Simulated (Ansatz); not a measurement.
The calculation used DFT PBE, scalar-relativistic, plane waves, PAW (Ansatz). Settings: cutoff 420 eV, Γ-centred meshes spaced at most about 0.3 Å⁻¹, and about 0.25 Å⁻¹ or finer for metals (2π included), Gaussian smearing. No spin polarisation in the final relaxations.

Each of these unrelaxed guesses is relaxed in cell and atoms within its symmetry. A guess keeps its type if space group and coordination stay and the shape of the cell changes little (axis ratios within about 15 %, angles within 6°); the volume may change.

1. LiSe4

Space group C2 (No. 5). a = 11.581 Å, b = 4.912 Å, c = 3.712 Å, α = 90.00°, β = 90.00°, γ = 90.00°
```json
{"atom": "Li", "site": "2b", "symmetry": "2", "x": "0.0000", "y": "0.3104", "z": "0.5000"}
{"atom": "Se", "site": "4c", "symmetry": "1", "x": "0.6504", "y": "0.5604", "z": "0.2500"}
{"atom": "Se", "site": "4c", "symmetry": "1", "x": "0.6504", "y": "0.2404", "z": "0.7500"}
```

2. Si2Ni (collinear spin from parallel moments)

Space group P4/mmm (No. 123). a = 3.827 Å, b = 3.827 Å, c = 3.188 Å, α = 90.00°, β = 90.00°, γ = 90.00°
```
atom  site  symmetry       x       y       z
  Si    2e      mmm. 0.0000  0.5000  0.5000
  Ni    1a     4/mmm  0.0000  0.0000  0.0000
```

3. ZnSe5

Space group F-43m (No. 216). a = 8.462 Å, b = 8.462 Å, c = 8.462 Å, α = 90.00°, β = 90.00°, γ = 90.00°
| atom | site | symmetry | x | y | z |
| --- | --- | --- | --- | --- | --- |
| Zn | 4a | -43m | 0.0000 | 0.0000 | 0.0000 |
| Se | 16e | .3m | 0.6250 | 0.1250 | 0.1250 |
| Se | 4c | -43m | 0.2500 | 0.2500 | 0.2500 |

Question: Which guesses survive the relaxation?

Answer: Guesses 2 and 3 keep their type.

| guess | kept | start group | end group | V start (Å³/atom) | V end | b/a and c/a, end over start | nearest neighbours start | nearest neighbours end |
| --- | --- | --- | --- | --- | --- | --- | --- | --- |
| 1 | no | C2 | C2 | 21.1 | 26.1 | 1.01, 1.60 | Li 2, Se 3/4 | Li 4, Se 3 |
| 2 | yes | P4/mmm | P4/mmm | 15.6 | 13.9 | 1.00, 1.09 | Ni 8, Si 8 | Ni 8, Si 8 |
| 3 | yes | F-43m | F-43m | 25.2 | 21.8 | 1.00, 1.00 | Se 6/16, Zn 16 | Se 6/16, Zn 16 |

Neighbours count within 15 % of an atom's shortest distance; end groups are read at 0.02 Å (0.05 Å in metals).

No dispersion correction is applied, so the spacing and binding between layers, chains or molecules are poorly described (LiSe4 C2). In LiSe4 C2 an odd number of electrons in the primitive cell allows no gap without spin; a larger cell or a magnetic state could open one. A magnetic state wasn't ruled out in cells without spin, among them ZnSe5 F-43m. Trial moments died out on the coarse mesh in Si2Ni P4/mmm; another magnetic start might hold. Cells relaxed within their symmetry can be saddle points.

In counts of neighbours, a slash parts the counts of unlike sites.
